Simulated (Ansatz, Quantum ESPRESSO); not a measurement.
# Ballistic conductance of 12 planar junctions in two codes

Do pwcond's layer matching and a second code's give the same conductance at the Fermi level?

How it was computed: Quantum ESPRESSO 7.5 (pw.x, pwcond.x; lead and junction from one periodic cell, ewind 4 Ry, epsproj 1e-5, nz1 7) and Ansatz 0.2.0 (PAW) on the same atoms and the same mesh across the current. Geometries are as built. G counts both spins, in G₀ = 2e²/h = 77.48 µS.

The runs side by side:

```
                                          junction           level of pw.x  lead channels per spin  pwcond (G₀)  Ansatz (G₀)  ratio  area over G (fΩ m²)
    3 layers of Li in Ca(100), on the host's sites     LDA, GBRV ultrasoft                    1.43        0.916        0.929   0.99                 2.15
                   Pb(111) with an intrinsic fault  PBEsol, GBRV ultrasoft                    1.14        0.904        0.914   0.99                 1.56
                  Al(111) with a thin twin lamella     PBE, GBRV ultrasoft                    1.14        0.887            1   0.89                 1.03
                  Au(111) with a thin twin lamella            PBE, JTH PAW                    0.89        0.887        0.883   1.00                  1.1
                   Cu(111) with an extrinsic fault     PBE, GBRV ultrasoft                    0.89        0.874        0.883   0.99                0.848
     1 layer of Pd in Na(100), on the host's sites     PBE, GBRV ultrasoft                    1.08        0.871        0.874   1.00                 2.61
                  Ag(111) with a thin twin lamella     LDA, GBRV ultrasoft                    0.87        0.865        0.867   1.00                 1.11
                 Pd(111) with an intrinsic fault ‡     PBE, GBRV ultrasoft                    1.48        0.864        0.741   1.17                    1
                  Cu(111) with a thin twin lamella     LDA, GBRV ultrasoft                    0.89        0.861        0.862   1.00                 0.86
                   Ag(111) with an intrinsic fault     PBE, GBRV ultrasoft                    0.89         0.86        0.862   1.00                 1.12
Cu(111) with two intrinsic faults two layers apart     PBE, GBRV ultrasoft                    0.89        0.858        0.869   0.99                0.863
                   Cu(111) with an intrinsic fault     PBE, GBRV ultrasoft                    0.89        0.855        0.857   1.00                0.866
```

What this shows: The conductance spans 0.855 to 0.916 G₀. The codes agree within 5 % on 10 and within 15 % on 11 of 12 junctions; the widest gap is a ratio of 1.17 (Pd(111) with an intrinsic fault ‡), where at least one of the two values is off. By hand, for the first row: A/G = 15.235e−20 m² / (0.916 × 7.748e−5 S) = 2.15 fΩ m².

Caveats: ‡ marks rows that fail one of these tests: mean channel counts within 15 %, counts alike on 88 % of the mesh's weight, T within a factor of two, a step under 100 meV across the lead's period. They stay in the counts above, and unmarked rows can lie close to these limits. Rows without a moment ran or ended unpolarised, and spin-orbit coupling is left out. Leads are short, and the mesh across the current differs between rows and was not tested: the channel count of one lead shows how much it matters. For early runs T was read anew from pwcond's own table, since our parser had counted it twice. Rows were grouped by the size of G.

[Logs are printed without paths, hosts, clocks, repeated set-up lines and the standing remarks that a program may print on its own settings, such as how far it seeks lower states.]
